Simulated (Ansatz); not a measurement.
## NbN, one cell by several methods

```xyz
2
Lattice="0.0000 2.1945 2.1945 2.1945 0.0000 2.1945 2.1945 2.1945 0.0000" Properties=species:S:1:pos:R:3 pbc="T T T"
Nb    2.1945    2.1945    2.1945
N     0.0000    0.0000    0.0000
```

Atoms are numbered in the order listed.

Conventional cell: a = 4.389 Å, b = 4.389 Å, c = 4.389 Å, α = 90.00°, β = 90.00°, γ = 90.00°. Around Nb (atom 1) lie 6 N at 2.19 Å. N (atom 2) is surrounded by 6 Nb at 2.19 Å.

The cell comes from COD entry 1538667, which wasn't checked; take it as a given geometry.

All numbers are computed: DFT, PBE, PAW with Ansatz's default frozen-core files, scalar-relativistic (Ansatz 0.2.0); DFT, PBE, all-electron PAW with datasets made for the crystal, scalar-relativistic (Ansatz 0.2.0); DFT, PBE, all-electron LAPW, scalar-relativistic (Ansatz 0.2.0).

For PAW: a Γ-centred 13×13×13 k mesh, Fermi–Dirac smearing of 0.08 eV, cutoff 420 eV, no spin polarisation. The crystal-made all-electron datasets (AE datasets) take a cutoff of 360 eV at this cell. LAPW targets a basis error of 0.25 meV/atom. The Ansatz runs share mesh, smearing and spin set-up. Plane-wave (PAW) pressures include the program's estimate of the Pulay term.

Stress and pressure are positive in compression.

Levels count from the Fermi level.

| quantity | PAW | AE datasets | LAPW |
| --- | --- | --- | --- |
| pressure (GPa) | 7.11 | 7.07 | 7.07 |
| highest filled level at K (eV) | -1.925 | -1.926 | -1.926 |
| lowest empty level at K (eV) | 1.999 | 2.000 | 2.000 |
| highest filled level at Γ (eV) | -0.146 | -0.151 | -0.151 |
| highest filled level at W (eV) | -0.117 | -0.116 | -0.116 |
| lowest empty level at W (eV) | 2.813 | 2.814 | 2.814 |

PAW's pressure differs from the LAPW value by +0.04 GPa.
